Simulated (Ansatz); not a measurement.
Elastic constants of CdTe at 8 GPa (stress–strain coefficients): input and output

These are results of DFT PBE, scalar-relativistic, plane waves, PAW (Ansatz 0.2.0), not measurements.

Launched with:
```bash
ansatz run input.yaml --threads 1 --pin off --max-ram 3072MiB --backend cpu --events-out ev --progress --plain --runs-dir out
```

Input (bare energies are in eV):
```yaml
crystal:
  lattice:
    - [0.0, 3.1407943936, 3.1407943936]
    - [3.1407943936, 0.0, 3.1407943936]
    - [3.1407943936, 3.1407943936, 0.0]
  atoms:
    - { symbol: Cd, position: [0.0, 0.0, 0.0] }
    - { symbol: Te, position: [0.75, 0.75, 0.75] }
basis:
  ecutwfc: 420
kpoints:
  mp_grid: { grid: [10, 10, 10] }
hamiltonian:
  xc: pbe
scf:
  occupations: { method: fixed }
output:
  forces: true
  stress: true
  eigenvalues: true
  polarization: {}
elastic:
  mode: relaxed_ion
  stencil: two_point
```

From the output:
```
--- Elastic constants: 2 strain directions × 2 members + reference (group order 24) ---
  dense FFT box of the reference and of every strained cell: 30×30×30
  strains applied: 11, 23; error gains: componentwise 1.00 (the most a stress slope's error grows in a printed constant), spectral 1.73 (1 for all six strains in a standard setting)
  C = ∂σ_k/∂η_j (tension-positive GPa; Voigt order 11 22 33 23 13 12):
        76.445     66.892     66.892      0.000     -0.000     -0.000
        66.892     76.445     66.892      0.000     -0.000      0.000
        66.892     66.892     76.445      0.000      0.000     -0.000
         0.000      0.000      0.000     14.238      0.000      0.000
         0.000      0.000     -0.000     -0.000     14.238      0.000
         0.000     -0.000     -0.000      0.000      0.000     14.238
  reference stress σ⁰ (GPa):     -7.995     -7.995     -7.995     -0.000      0.000      0.000
  C* (energy form; C + prestress term) asymmetry max|C*_kj − C*_jk| = 1.421e-14 GPa — a small one proves nothing (zero by symmetry where the batch's group is 432, −43m or m−3m); a large one is finite-difference/SCF noise where every solve ...
  moduli (Voigt/Reuss/Hill, GPa): K = 70.08/70.08/70.08   G = 10.45/7.94/9.20   E = 26.44   ν = 0.437
  mechanically stable: yes (min eigenvalue of sym C = 9.55 GPa)
  e, the proper piezoelectric tensor (elastic.mode: relaxed_ion; C/m²; rows x y z; Voigt order 11 22 33 23 13 12):
      -0.00000    0.00000    0.00000   -0.25352    0.00000    0.00000
       0.00000    0.00000   -0.00000   -0.00000   -0.25352    0.00000
      -0.00000   -0.00000    0.00000    0.00000    0.00000   -0.25352
  ±, each entry's uncertainty from the finite density of the strings (C/m²), an estimate: the size of the correction for it that the entry includes:
       0.00000    0.00000    0.00000    0.00360    0.00000    0.00000
       0.00000    0.00000    0.00000    0.00000    0.00360    0.00000
       0.00000    0.00000    0.00000    0.00000    0.00000    0.00360
  the group's symmetry takes up to 8.6e-9 C/m² out of the measured responses: error of the strings' finite density and of the mesh across them, as far as it breaks the symmetry (raise kpoints.mp_grid and any string_points); the largest step ...
  strain η (Voigt 11):  stress-route row diagonal C_11 = 76.45 GPa, energy-path curvature d²(F+E_count+ΔE)/dδ²/Ω₀ = 76.43 GPa
         δ    σ_11 (GPa) F (eV) n_scf n_hpsi n_pw
    -2.000e-3      -8.1478      -15235.1075643       9   48914   1243   relax 0 steps, max|allowed force component| 3.47e-17 eV/Å
     2.000e-3      -7.8420      -15235.1199362       9   49508   1243   relax 0 steps, max|allowed force component| 3.47e-17 eV/Å
  strain η (Voigt 23):  stress-route row diagonal C_44 = 14.24 GPa, energy-path curvature d²(F+E_count+ΔE)/dδ²/Ω₀ = 18.26 GPa
         δ    σ_23 (GPa) F (eV) n_scf n_hpsi n_pw
    -2.000e-3      -0.0285      -15235.1137957       5   53782   1243   relax 4 steps, max|allowed force component| 7.43e-8 eV/Å
     2.000e-3       0.0285      -15235.1137957       5   53793   1243   relax 4 steps, max|allowed force component| 7.43e-8 eV/Å
--- Formal polarisation (Berry phase): one branch of a lattice of values; only differences between neighbouring runs are physical ---
  axis mesh electronic ionic p = total spread (rad) least overlap resolved gap  δp at fixed H ≤   (phases in cycles; p mod 2; gap in eV; gap and δp judge the states as solved, not the mesh's step, its ...
  b1    10×10×10        0.50000000    12.00000000    12.50000000      0.284845         0.8423        1.0609           4.9e-6
  b2    10×10×10        0.50000000    12.00000000    12.50000000      0.284845         0.8423        1.0609           4.9e-6
  b3    10×10×10        0.50000000    12.00000000    12.50000000      0.284845         0.8423        1.0609           4.9e-6
  quantum along a1:   0.14336264 e/Å² =   229.692269 µC/cm²
  quantum along a2:   0.14336264 e/Å² =   229.692269 µC/cm²
  quantum along a3:   0.14336264 e/Å² =   229.692269 µC/cm²
  P = (  1.26715867,   1.26715867,   1.26715867) e/Å² = ( 2030.212011,  2030.212011,  2030.212011) µC/cm²  (mod the quanta)
```

The run took 3.7 min on 1 thread of Intel(R) Xeon(R) Platinum 8488C (Sapphire Rapids), on a shared host, peak memory 0.83 GiB.

Spin–orbit coupling is left out, which matters for heavy elements. The real crystal has changed phase below this pressure.